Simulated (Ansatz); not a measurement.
# BN: how the settings move a single-point run

Aim: see which settings change the result for BN, by how much, and at what cost. The cell is built on a prototype (CsCl type) and needn't be the phase found in nature.

Method: reference: DFT, PBE, plane waves, PAW, in Ansatz 0.2.0.

2 further runs of the same task are left out: 2 that didn't finish.

## (1) The starting structure

Symmetry: Pm-3m, No. 221, cubic system. Conventional cell: a = 2.315 Å, b = 2.315 Å, c = 2.315 Å, α = 90.00°, β = 90.00°, γ = 90.00°. B (site symmetry m-3m) is surrounded by 8 N at 2.00 Å. Around N (site symmetry m-3m) lie 8 B at 2.00 Å.

Coordinates:

```
B N
1.0
     2.31480    0.00000    0.00000
     0.00000    2.31480    0.00000
     0.00000    0.00000    2.31480
B N
1 1
Direct
  0.00000 0.00000 0.00000
  0.50000 0.50000 0.50000
```

## (2) Baseline

The input, input.yaml:

```yaml
crystal:
  lattice:
    - [2.3148041895, 0.0, 0.0]
    - [0.0, 2.3148041895, 0.0]
    - [0.0, 0.0, 2.3148041895]
  atoms:
    - { symbol: B, position: [0.0, 0.0, 0.0] }
    - { symbol: "N", position: [0.5, 0.5, 0.5] }
kpoints:
  mp_grid: { grid: [8, 8, 8] }
hamiltonian:
  xc: pbe
scf:
  occupations: { method: fermi_dirac, width: 0.02 }
  n_extra_bands: 4
output:
  forces: true
  stress: true
  eigenvalues: true
```

The run is started by

```sh
$ ansatz run input.yaml --threads 4 --pin off --max-ram 3686MiB --backend cpu --events-out ev --progress --plain --runs-dir out
```

## (3) Variant: xc mr2scan

input.yaml, as its differences from that of step 2:

```diff
@@ -11,3 +11,3 @@
 hamiltonian:
-  xc: pbe
+  xc: mr2scan
 scf:
```

## (4) Changing settings: occupations.method methfessel_paxton, occupations.width 0.001

input.yaml, as its differences from that of step 2:

```diff
@@ -13,3 +13,3 @@
 scf:
-  occupations: { method: fermi_dirac, width: 0.02 }
+  occupations: { method: methfessel_paxton, width: 0.001 }
   n_extra_bands: 4
```

## (5) Changing settings: mp_grid.grid [3, 3, 3]

input.yaml, as its differences from that of step 2:

```diff
@@ -9,3 +9,3 @@
 kpoints:
-  mp_grid: { grid: [8, 8, 8] }
+  mp_grid: { grid: [3, 3, 3] }
 hamiltonian:
```

## (6) Variant: preconditioner none

input.yaml, as its differences from that of step 2:

```diff
@@ -15,2 +15,3 @@
   n_extra_bands: 4
+  mixing: { preconditioner: none }
 output:
```

## (7) Changing settings: mp_grid.shift [0.5, 0.5, 0.5]

input.yaml, as its differences from that of step 2:

```diff
@@ -9,3 +9,3 @@
 kpoints:
-  mp_grid: { grid: [8, 8, 8] }
+  mp_grid: { grid: [8, 8, 8], shift: [0.5, 0.5, 0.5] }
 hamiltonian:
```

## (8) Changed: occupations.method methfessel_paxton, occupations.width 0.5

input.yaml, as its differences from that of step 2:

```diff
@@ -13,3 +13,3 @@
 scf:
-  occupations: { method: fermi_dirac, width: 0.02 }
+  occupations: { method: methfessel_paxton, width: 0.5 }
   n_extra_bands: 4
```

**Question.** What will these runs give? Wanted: for each run, ending; energy change; pressure; gap; force.

As calculated:

```csv
run,ending,energy change,pressure (GPa),gap (eV),force (eV/Å),cycles,time
reference,converged,0,1.7,0.00,0.00,6,0.26 s
1: xc mr2scan,converged,not comparable,-0.8,0.00,0.00,6,0.45 s
"2: occupations.method methfessel_paxton, occupations.width 0.001",converged,+0.2 meV/atom (σ→0),1.7,0.00,0.00,5,0.23 s
"3: mp_grid.grid [3, 3, 3]",converged,+630.5 meV/atom,12.3,0.02,0.00,6,0.23 s
4: preconditioner none,converged,0.0 meV/atom,1.7,0.00,0.00,6,0.27 s
"5: mp_grid.shift [0.5, 0.5, 0.5]",converged,+30.0 meV/atom,2.5,0.00,0.00,6,0.25 s
"6: occupations.method methfessel_paxton, occupations.width 0.5",converged,-1.5 meV/atom (σ→0),1.7,0.00,0.00,5,0.26 s
```

Residual by cycle in the longest SCF loop of each run; runs are numbered as in the table. The quantity is the density residual dr2, in eV.

```csv
cycle,reference,run 1,run 2,run 3,run 4,run 5,run 6
1,0.00562,0.00754,0.00666,0.117,0.00562,0.031,0.0135
2,0.00128,0.00133,1.1e-4,3.4e-4,0.00203,0.00902,0.00301
3,3.3e-6,9.1e-5,1.4e-5,2.0e-4,1.0e-5,8.6e-4,1.8e-6
4,7.9e-8,1.3e-5,1.8e-7,4.4e-7,1.2e-5,3.9e-7,2.7e-7
5,1.5e-9,2.7e-7,2.9e-9,2.3e-6,3.2e-7,3.1e-9,3.0e-9
6,1.5e-11,8.3e-9,-,2.7e-9,4.0e-9,3.3e-9,-
```

**Reading.** No change moves the result by more than the table shows.
